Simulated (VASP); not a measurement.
Wanted: the native input for a VASP 6.6.1 run.

```
Task                   : relaxation of cell and atoms
Functional             : PBEsol
Potentials or basis    : VASP PAW PBE potentials, release 64 (Te, Pb_d)
Cutoff                 : 600 eV
k mesh                 : 8 × 8 × 8
Occupations            : gaussian, width 0.03 eV
Spin                   : no spin polarisation
Target pressure        : 5.02 GPa
Further INCAR settings : ALGO = Normal; EDIFF = 1e-07; IBRION = 2; EDIFFG = -0.005; NSW = 90; ISIF = 3
Target pressure        : 5.02 GPa
```

The structure of TePb lies in POSCAR:

```
TePb                                    
1.0
    0.0000000000      3.1268343262      3.1268343262
    3.1268343262      0.0000000000      3.1268343262
    3.1268343262      3.1268343262      0.0000000000
  Te              Pb            
     1     1
Direct
     0.5000000000000000    0.5000000000000000    0.5000000000000000
     0.0000000000000000    0.0000000000000000    0.0000000000000000
```

The input as run:

INCAR

```
PREC = Accurate
ENCUT = 600
EDIFF = 1E-7
ISMEAR = 0
SIGMA = 0.03
LREAL = False
LASPH = True
NELM = 80
ALGO = Normal
ISIF = 3
LWAVE = False
LCHARG = False
GGA = PS
IBRION = 2
NSW = 90
EDIFFG = -0.005
PSTRESS = 50.2
```

KPOINTS

```
Automatic mesh
0
Gamma
  8 8 8
```

Potentials or basis: VASP PAW PBE potentials, release 64 (Te, Pb_d).

Launch:

```console
$ cat potpaw_PBE.64/Te/POTCAR potpaw_PBE.64/Pb_d/POTCAR > POTCAR
$ mpirun -np 1 vasp_std > vasp.out
```

It gave:

```
Relaxed volume                                         : 30.54 Å³/atom
Relaxed cell                                           : a = 4.420 Å, b = 4.420 Å, c = 4.420 Å, α = 60.00°, β = 60.00°, γ = 60.00°
Space group after relaxing (to 0.05 Å)                 : Fm-3m (No. 225)
Energy change on relaxing (the enthalpy is what falls) : +1.1 meV/atom
Ionic steps                                            : 3
Pressure after relaxing                                : 5.0 GPa
Band gap on the k mesh                                 : 0.43 eV, direct
```

Caveat: the cell is relaxed towards a set pressure, so the enthalpy falls and the energy may rise; the PAW data sets were made with another functional, which shifts forces and pressure a little; spin-orbit coupling is left out, which as a rule narrows the gap of such compounds by several tenths of an eV.

It took 61 s on 1 thread of Intel(R) Xeon(R) Platinum 8259CL CPU @ 2.50GHz (Skylake/Cascade Lake), on a shared host, peak memory 0.22 GiB.
